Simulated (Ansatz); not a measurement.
The cell of B is invented: 5-connected net of one element (Cmmm, No. 65). The dimensions are guesses.

```
B
1.0
     1.69695   -2.07372    0.00000
     1.69695    2.07372    0.00000
     0.00000    0.00000    5.12289
B
6
Cartesian
  1.6969 1.2115 3.4207
  1.6969 -1.2115 3.4207
  1.6969 -1.2115 1.7022
  1.6969 1.2115 1.7022
  1.6969 0.8619 0.0000
  1.6969 -0.8619 0.0000
```

Theory: DFT PBE, scalar-relativistic, plane waves, PAW in Ansatz 0.2.0. Cutoff 420 eV, Gaussian smearing, Γ-centred meshes. Cell and atoms relax first on a coarse mesh and then on a finer one. In between, the cell is made exact in the group found at 0.06 Å. In metals the finer mesh still leaves noise of several meV/atom or more. The steps can't lower the symmetry of their start. No spin polarisation.

A guess keeps its type if space group and coordination stay and the shape of the cell changes little (axis ratios within about 15 %, angles within 6°); the volume may change.

Question: Does it keep its structure type, or change into something else?

Answer: It doesn't keep its type. The symmetry stays Cmmm (No. 65). The volume per atom grows by 50.8 %, from 6.0 to 9.1 Å³. The shortest distance goes from 1.72 Å (B–B) to 1.68 Å (B–B). Counting neighbours within 15 % of an atom's shortest distance, the start has B 5 and the end B 4/5. In detail, at the end around B on a site of symmetry m lie 3 B at 1.69–1.76 Å, 1 B at 1.91 Å and 2 B at 2.11 Å; B on a site of symmetry m2m has 3 B at 1.68–1.76 Å, 2 B at 1.91 Å and 4 B at 2.11 Å.

Space group Cmmm (No. 65). a = 2.795 Å, b = 5.501 Å, c = 7.072 Å, α = 90.00°, β = 90.00°, γ = 90.00°
```csv
atom,site,symmetry,x,y,z
B,8n,m..,0.5000,0.3466,0.7760
B,4i,m2m,0.5000,0.1527,0.0000
```

Energies count from the standard state of B at the same level.

Question: At what energy does it end?

Answer: +0.60 eV/atom. It lies above the standard state, so it could only be metastable.

The last run used a 16×16×6 mesh (in the run's order of axes) for its 6-atom cell and Gaussian smearing of 0.10 eV. No dispersion correction is applied, so the spacing and binding between layers, chains or molecules are poorly described. A structure relaxed within its symmetry needn't be a true minimum. Another cell of B relaxed alike, in P4_3, lies 280 meV/atom lower, so this cell isn't the stable form at this level.

In counts of neighbours, a slash parts the counts of unlike sites.
